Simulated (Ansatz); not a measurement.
**A computed series for ZnGeP2: pressure series**

Consider ZnGeP2 in the chalcopyrite structure (space group I-42d, No. 122).

```
CELL_PARAMETERS angstrom
     -2.71208     2.71208     5.35482
      2.71208    -2.71208     5.35482
      2.71208     2.71208    -5.35482
ATOMIC_POSITIONS crystal
  Zn 0.75000 0.25000 0.50000
  Zn 0.00000 0.00000 0.00000
  Ge 0.25000 0.75000 0.50000
  Ge 0.50000 0.50000 0.00000
  P  0.12664 0.12500 0.50164
  P  0.62336 0.62500 0.49836
  P  0.37500 0.87336 0.99836
  P  0.87500 0.37664 0.00164
```

Cell and atoms are relaxed at each pressure.

Method: DFT with PBEsol, PAW potentials and a 420 eV plane-wave cutoff in Ansatz (an electronic-structure program), no spin-orbit coupling, earlier PAW set.

| P (GPa) | V (Å³/atom) |
|---|---|
| -0.99 | 19.937 |
| 0.90 | 19.487 |
| 2.11 | 19.229 |
| 4.50 | 18.764 |
| 9.00 | 18.028 |
| 15.00 | 17.237 |
| 22.49 | 16.450 |
| 29.99 | 15.808 |

A third-order Birch–Murnaghan fit to these points gives V₀ = 19.69 Å³/atom, B₀ = 84 GPa and B₀′ = 4.4. At pressure 30 GPa the volume is 80.3 % of V₀.

Between the base and pressure 9 GPa the gap moves from 1.07 eV to 0.92 eV, a mean slope of -17 meV/GPa.

Load acts through the strain it causes; cell and atoms are relaxed under it. Stability against distortions was not tested. No other phases were tried under pressure.
